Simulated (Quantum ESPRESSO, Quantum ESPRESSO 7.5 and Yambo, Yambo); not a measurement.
# BeTe (F-43m): G0W0 with and without spin-orbit coupling

Is the spin-orbit change of the gap of BeTe (F-43m) the same in DFT and in GW?

Calculated with Quantum ESPRESSO 7.5 and Yambo 5.3.0; PBE and many-body steps on it, plane waves.

The database entry behind the starting cell differs from later determinations by our own check (an axis about 1.5 % short against later determinations), so it need not match the best structure at ambient conditions.

### 1. Set-up

The structure is cubic, space group F-43m (No. 216). The conventional cell has a = 5.540 Å, b = 5.540 Å, c = 5.540 Å, α = 90.00°, β = 90.00°, γ = 90.00°. Be has 4 Te at 2.40 Å nearest. Nearest to Te lie 4 Be at 2.40 Å. Farther neighbours and most contacts between anions are not listed.

As a file:

```cif
data_structure
_symmetry_space_group_name_H-M 'P 1'
_symmetry_Int_Tables_number 1
_cell_length_a 3.9174
_cell_length_b 3.9174
_cell_length_c 3.9174
_cell_angle_alpha 60.000
_cell_angle_beta 60.000
_cell_angle_gamma 60.000
_cell_volume 42.51
loop_
_atom_site_label
_atom_site_type_symbol
_atom_site_fract_x
_atom_site_fract_y
_atom_site_fract_z
_atom_site_occupancy
Be1 Be 0.00000 0.00000 0.00000 1
Te2 Te 0.25000 0.25000 0.25000 1
```

The cell and positions come from the Crystallography Open Database and are kept as given unless a step says otherwise. Spin-orbit coupling is left out unless a step names it.

### 2. Empty states on the mesh, 4×4×4 mesh, 121 bands

This step: Quantum ESPRESSO 7.5; DFT, PBE, plane waves, norm-conserving pseudopotentials.

The sums over transitions need many empty states on a uniform mesh; this step solves for them.

pw.in reads:

```
&control
  calculation = 'nscf'
  prefix = 'x'
  outdir = 'o'
  pseudo_dir = 'pseudo'
/
&system
  ibrav = 0
  nat = 2
  ntyp = 2
  ecutwfc = 76.0
  nbnd = 121
  force_symmorphic = .true.
/
&electrons
  conv_thr = 1e-9
  electron_maxstep = 80
  diago_full_acc = .true.
  diago_thr_init = 5e-6
/
ATOMIC_SPECIES
  Be 9.012 Be.upf
  Te 127.6 Te.upf
CELL_PARAMETERS angstrom
  0.0000000000 2.7700000000 2.7700000000
  2.7700000000 0.0000000000 2.7700000000
  2.7700000000 2.7700000000 -0.0000000000
ATOMIC_POSITIONS crystal
  Be 0.0000000000 0.0000000000 0.0000000000
  Te 0.2500000000 0.2500000000 0.2500000000
K_POINTS automatic
  4 4 4 0 0 0
```

Launch:

```bash
$ OMP_NUM_THREADS=1 mpirun -n 4 pw.x -nk 4 -in pw.in > pw.out
```

The program printed:

```text
Program PWSCF v.7.5 starts

     This program is part of the open-source Quantum ESPRESSO suite
     for quantum simulation of materials; please cite
         "P. Giannozzi et al., J. Phys.:Condens. Matter 21 395502 (2009);
         "P. Giannozzi et al., J. Phys.:Condens. Matter 29 465901 (2017);
         "P. Giannozzi et al., J. Chem. Phys. 152 154105 (2020);
     in publications or presentations arising from this work. More details at

     Atomic positions and unit cell read from directory:
     o/x.save/

     Message from routine setup:
[...]
107.7532

          k =-0.3536-0.3536 0.3536 (  3214 PWs)   bands (ev):

[...]
73.3422  74.1205  74.1205  77.0629  77.6512  77.6512  78.6341  79.8585
     [... 4 further rows ...]
   102.4728 102.4728 105.3503 106.6488 106.6488 108.7096 108.7096 109.0376
   109.2790

          k = 0.3536 0.0000 0.0000 (  3207 PWs)   bands (ev):

     [... further k-points ...]

     highest occupied, lowest unoccupied level (ev):     8.4374   10.3016

     XML data file, pseudopotentials, collected wavefunctions

=------------------------------------------------------------------------------=
   JOB DONE.
=------------------------------------------------------------------------------=
```

The job ended after 7.6 s (4 MPI ranks of Arm Neoverse V1, shared host; peak memory 0.33 GiB).

This step gave:

* gap: 1.864 eV
* k of the valence top: 0, 0, 0
* k of the conduction bottom: 0, -0.5, -0.5
* least direct gap: 3.606 eV
* k points computed: 8
* lowest point of the top converged band, above the valence top: 99.0430 eV

On this mesh the gap is 1.864 eV.

The density comes from a self-consistent run that is not shown.

### 3. Conversion and set-up

This step: Yambo 5.3.0; conversion and set-up on PBE, plane waves, norm-conserving pseudopotentials.

The states are converted to the many-body program's format and the q mesh is built.

Launch:

```bash
$ (cd o/x.save; p2y > p2y.log; mv SAVE ../..); yambo > setup.log
```

The program printed:

```text
 Yambo, version 5.3.0

 [02] CORE Variables Setup
 =========================

  [02.01] Unit cells
  ==================

  Cell kind             :  FCC
  Atoms in the cell     :  Be  Te
  number of Be atoms    :  1
  number of Te atoms    :  1

  List of atomic masses
  Mass of Be    :  9.012000
  Mass of Te    :  127.6000

  List of atomic coordinates    : [cc]
  Be1       :  0.000000  0.000000  0.000000  order 1
  Te1       :  2.617271  2.617271  2.617271  order 2

  Alat factors          :  5.234541  5.234541  5.234541 [a.u.]
  Direct lattice volume :  286.8573 [a.u.]
[...]
==========================================

 IBZ Q-points                                      :   8
 BZ  Q-points                                      :   64

 K/Q-points units:
 rlu = crystal or reduced units; cc = cartesian coordinates; iku = interal k-units

 Q [1]          [rlu]:  0.000000  0.000000  0.000000
 Q [2]          [rlu]: -0.61447E-17 -0.61447E-17  0.25000
 Q [3]          [rlu]:  0.12289E-16  0.12289E-16 -0.50000
[...]
Q [7]          [rlu]: -0.44291E-16 -0.50000     -0.50000
 Q [8]          [rlu]:  0.250000 -0.500000 -0.250000

  [03.01] X indexes
  =================

   [03.01.01] Sigma indexes
   ========================

 [06] Game Over & Game summary
```

The job ended after 2.3 s (1 MPI rank; peak memory 0.24 GiB).

### 4. Scalar-relativistic

Now the one-shot GW correction: screening in the RPA, then the self-energy of the levels asked for.

This step: G0W0 on PBE, plane waves, norm-conserving pseudopotentials.

gw1.in reads:

```
HF_and_locXC
gw0
dyson
ppa
em1d
rim_cut
RandQpts= 1000000
RandGvec= 1 RL
EXXRLvcs= 76 Ry
VXCRLvcs= 304 Ry
Chimod= "HARTREE"
% BndsRnXp
 1 | 121 |
%
NGsBlkXp= 10.5 Ry
% LongDrXp
 1 | 1 | 1 |
%
% GbndRnge
 1 | 121 |
%
DysSolver= "n"
ExtendOut
PPAPntXp= 27.21138 eV
% QPkrange
 1 | 1 | 9 | 12 |
 7 | 7 | 9 | 12 |
%
```

Launch:

```bash
$ OMP_NUM_THREADS=1 mpirun -n 4 yambo -F gw1.in -J gw1 -C gw1 > gw1.log
```

The program printed:

```text
 Yambo, version 5.3.0

 [02] CORE Variables Setup
 =========================

  [... cell, symmetries and grids as in the set-up ...]

  [02.05] Energies & Occupations
  ==============================

  [X] === General ===
  [X] Electronic Temperature                        :  0.000000  0.000000 [eV K]
  [X] Bosonic    Temperature                        :  0.000000  0.000000 [eV K]
  [X] Finite Temperature mode                       : no
  [X] El. density                                   :  0.47050E+24 [cm-3]
  [X] Fermi Level                                   :  8.437427 [eV]

  [X] === Gaps and Widths ===
  [X] Conduction Band Min                           :  1.864207 [eV]
  [X] Valence Band Max                              :  0.000000 [eV]
  [X] Filled Bands                                  :  10
  [X] Empty Bands                                   :   11  121
  [X] Direct Gap                                    :  3.605898 [eV]
  [X] Direct Gap localized at k                     :  1
  [X] Indirect Gap                                  :  1.864207 [eV]
  [X] Indirect Gap between kpts                     :   1   7
  [X] Last valence band width                       :  3.441678 [eV]
  [X] 1st conduction band width                     :  3.469896 [eV]

 [03] Transferred momenta grid and indexing
 ==========================================

 IBZ Q-points                                      :   8
 BZ  Q-points                                      :   64

 K/Q-points units:
 rlu = crystal or reduced units; cc = cartesian coordinates; iku = interal k-units

 Q [1]          [rlu]:  0.000000  0.000000  0.000000
 Q [2]          [rlu]: -0.61447E-17 -0.61447E-17  0.25000
 Q [3]          [rlu]:  0.12289E-16  0.12289E-16 -0.50000
 Q [4]          [rlu]:  0.22146E-16  0.25000      0.25000
 Q [5]          [rlu]: -0.24636E-16  0.25000      0.50000
 Q [6]          [rlu]:  0.12289E-16  0.25000     -0.25000
 Q [7]          [rlu]: -0.44291E-16 -0.50000     -0.50000
 Q [8]          [rlu]:  0.250000 -0.500000 -0.250000

 [04] Coloumb potential Random Integration (RIM)
 ===============================================

  [04.01] RIM initialization
  ==========================

  * Diagonal components only detected *

  8 x (sBL volume)        :  0.108090 [a.u.]
  sBZ random points       :  1000000
  Points outside the sBZ  :   7987327
  RL volume               :  0.864716 [a.u.]
  Integrated volume       :  0.866088 [a.u.]

  [04.02] RIM integrals
  =====================

  Gamma point sphere radius             :  0.086406 [a.u.]
  Points outside the sphere             :   799513
  [Int_sBZ(q=0) 1/q^2]*(Vol_sBZ)^(-1/3) =:  7.764325
                                 should be <:  7.795600

  Summary of Coulomb integrals for non-metallic bands |Q|[au] RIM/Bare

  Q [1] 0.100000E-4 0.995988 * Q [2] 0.259879 1.065884
  Q [4] 0.300083 1.064810 * Q [6] 0.424381 1.027704
  Q [5] 0.497631 1.020409 * Q [3] 0.519759 1.018308
  Q [7] 0.600166 1.014905 * Q [8] 0.671006 1.011860

 [05] Dipoles
 ============

  [05.01] Setup: observables and procedures
  =========================================

 [06] Dynamic Dielectric Matrix (PPA)
 ====================================

 [WR./gw1//ndb.pp]---------------------------------------------------------------
  Brillouin Zone Q/K grids (IBZ/BZ)                :    8   64    8   64
  RL vectors                                       :   3943 [WF]
  Coulomb cutoff potential                         : none
  Electronic Temperature                           :  0.000000 [K]
  Bosonic    Temperature                           :  0.000000 [K]
  PPA    diel. fun.  energies                      : Perdew, Burke & Ernzerhof(X)+Perdew, Burke & Ernzerhof(C)
  wavefunctions                                    : Perdew, Burke & Ernzerhof(X)+Perdew, Burke & Ernzerhof(C)
  Global Gauge                                     : length
  X matrix size                                    :  181
  X band range                                     :    1  121
  X e/h energy range                               : -1.000000 -1.000000 [eV]
  X Time ordering                                  : R
  X Hxc Kernel                                     : HARTREE
  X Drude frequency                                :  0.000000  0.000000
  X poles                                          :  100.0000 [o/o]
  RL vectors in the sum                            :   3943
  [r,Vnl] included                                 : yes
  Field direction                                  :  0.577350E-5  0.577350E-5  0.577350E-5
  BZ energy Double Grid                            : no
  BZ energy DbGd points                            : 0
  BZ Q point size factor                           : -1.000000
  X Optical Averaged directions                    : none

 [07] Local Exchange-Correlation + Non-Local Fock
 ================================================

 [VXC] Plane waves :  25749
 [EXS] Plane waves :   3215

 QP @ state[ 1 ] K range:  1  1
 QP @ state[ 1 ] b range:   9  12
 QP @ state[ 2 ] K range:   7   7
 QP @ state[ 2 ] b range:   9  12

 [xc] Functional : Perdew, Burke & Ernzerhof(X)+Perdew, Burke & Ernzerhof(C)
 [xc] LIBXC used to calculate xc functional
  PP Number of Atomic Species                      :  2
  NLCC RL compoments                               :  25749
  PP Number of Atomic Species                      :  2
  NLCC RL compoments                               :  25749

 [xc] E_xc :  -12.33430 [Ha]
      E_xc :  -24.66860 [Ry]

  Local XC kind (lXC) : Perdew, Burke & Ernzerhof(X)+Perdew, Burke & Ernzerhof(C)
  Non-Local XC kind (nlXC) : Hartree-Fock

  Corrections @ K [1] :  [eV]
 <9|nlXC|9> = -15.32537  0.10609E-16 <9|lXC|9> = -12.66958 -0.47204E-15
 <10|nlXC|10> = -15.32534  0.20540E-17 <10|lXC|10> = -12.66958  0.94409E-16
 <11|nlXC|11> = -5.826571  0.31644E-17 <11|lXC|11> = -10.43606  0.66023E-20
 <12|nlXC|12> = -5.826600 -0.34621E-17 <12|lXC|12> = -10.43606 -0.94414E-16

  Corrections @ K [7] :  [eV]
 <9|nlXC|9> = -14.87692  0.37092E-18 <9|lXC|9> = -11.44079  0.14455E-15
 <10|nlXC|10> = -14.87696 -0.53670E-18 <10|lXC|10> = -11.44079 -0.58006E-20
 <11|nlXC|11> = -5.042728 -0.48083E-17 <11|lXC|11> = -8.978120  0.64905E-16
 <12|nlXC|12> = -5.563484 -0.94015E-18 <12|lXC|12> = -9.758901 -0.47237E-16

 [08] Dyson equation: Newton solver
 ==================================

  [08.01] G0W0 (W PPA)
  ====================

  [  GW  ] Bands range     :    1  121
  [GW/PPA] G damping       :  0.100000 [eV]

  QP @ state[ 1 ] K range:  1  1
  QP @ state[ 1 ] b range:   9  12
  QP @ state[ 2 ] K range:   7   7
  QP @ state[ 2 ] b range:   9  12

   Sc/G bands                                       :    1  121
   Sc/G damping                                     :  0.100000 ev
   Sc bands terminator                              : no
   Sx RL components                                 :   3215

   QP @ state[ 1 ] K range                          :  1  1
   QP @ state[ 1 ] b range                          :   9  12
   QP @ state[ 2 ] K range                          :   7   7
   QP @ state[ 2 ] b range                          :   9  12
   GF energies kind                                 : Perdew, Burke & Ernzerhof(X)+Perdew, Burke & Ernzerhof(C)
   GF WF`s kind                                     : Perdew, Burke & Ernzerhof(X)+Perdew, Burke & Ernzerhof(C)
   Xs energies kind                                 : Perdew, Burke & Ernzerhof(X)+Perdew, Burke & Ernzerhof(C)
   Xs WF`s kind                                     : Perdew, Burke & Ernzerhof(X)+Perdew, Burke & Ernzerhof(C)

 [11] Game Over & Game summary
```

It took 65 s on 4 MPI ranks; peak memory 1.5 GiB; 4.3 min of CPU time.

This step gave:

| Property | Result |
| --- | --- |
| G0W0 gap on the points computed | 3.235 eV |
| starting gap on the mesh | 1.864 eV |
| k of the valence top | 0, 0, 0 |
| k of the conduction bottom | 0, -0.5, -0.5 |
| least direct G0W0 gap on the computed points | 5.248 eV |
| Z at the valence top | 0.8091 |
| Z at the conduction bottom | 0.8203 |

The gap on the mesh goes from 1.86 eV to 3.23 eV, a correction of +1.37 eV.

### 5. Empty states on the mesh, 4×4×4 mesh, 242 bands

This step: Quantum ESPRESSO 7.5; DFT, PBE with spin-orbit coupling, plane waves, norm-conserving pseudopotentials.

Edit pw.in of step 2 so:

```diff
@@ -11,4 +11,6 @@
   ecutwfc = 76.0
-  nbnd = 121
+  nbnd = 242
   force_symmorphic = .true.
+  noncolin = .true.
+  lspinorb = .true.
 /
```

Launch:

```bash
$ OMP_NUM_THREADS=1 mpirun -n 4 pw.x -nk 4 -in pw.in > pw.out
```

The program printed:

```text
[banner, memory and clock lines left out]
Program PWSCF v.7.5 starts

     Atomic positions and unit cell read from directory:
     o/x.save/

     Message from routine setup:
     using ibrav=0 with symmetry is DISCOURAGED, use correct ibrav instead

     G-vector sticks info

     bravais-lattice index     =            0
     lattice parameter (alat)  =       7.4028  a.u.
     unit-cell volume          =     286.8573 (a.u.)^3
     number of atoms/cell      =            2
     number of atomic types    =            2
     number of electrons       =        20.00
[...]
k = 0.1768 0.1768-0.1768 (  3215 PWs)   bands (ev):

[...]
[... 19 further rows ...]
[...]
107.6169 107.6169

          k =-0.3536-0.3536 0.3536 (  3214 PWs)   bands (ev):

[...]
42.7595  42.7595  43.7559  43.7559  43.8668  43.8668  45.4495  45.4495
     [... 19 further rows ...]
   106.6485 106.6485 108.6528 108.6528 108.7040 108.7040 109.0414 109.0414
   109.2689 109.2689

          k = 0.3536 0.0000 0.0000 (  3207 PWs)   bands (ev):

     [... further k-points ...]

     highest occupied, lowest unoccupied level (ev):     8.7424   10.3071

     XML data file, pseudopotentials, collected wavefunctions
```

It took 41 s on 4 MPI ranks; peak memory 0.75 GiB; 2.7 min of CPU time.

This step gave:

| Item | Value |
| --- | --- |
| gap | 1.565 eV |
| k of the valence top | 0, 0, 0 |
| k of the conduction bottom | 0, -0.5, -0.5 |
| least direct gap | 3.265 eV |
| k points computed | 8 |
| lowest point of the top converged band, above the valence top | 98.5922 eV |

On this mesh the gap is 1.565 eV.

The density comes from a self-consistent run that is not shown, made with spin-orbit coupling and fully relativistic files.

(Continued in part 2 of 2.)

[Paths, hosts, dates, memory and timing lines, banners, echoed tables and standing remarks are left out of the program output.]

[Logs are printed without paths, hosts, clocks, repeated set-up lines and the standing remarks that a program may print on its own settings, such as how far it seeks lower states.]

[Runs of the session that timed out or met a known fault of the program may be left out.]

[Hosts, paths, dates, database ids (printed as entryN), source tags and the programs' standing remarks are cut or masked in the printed files.]
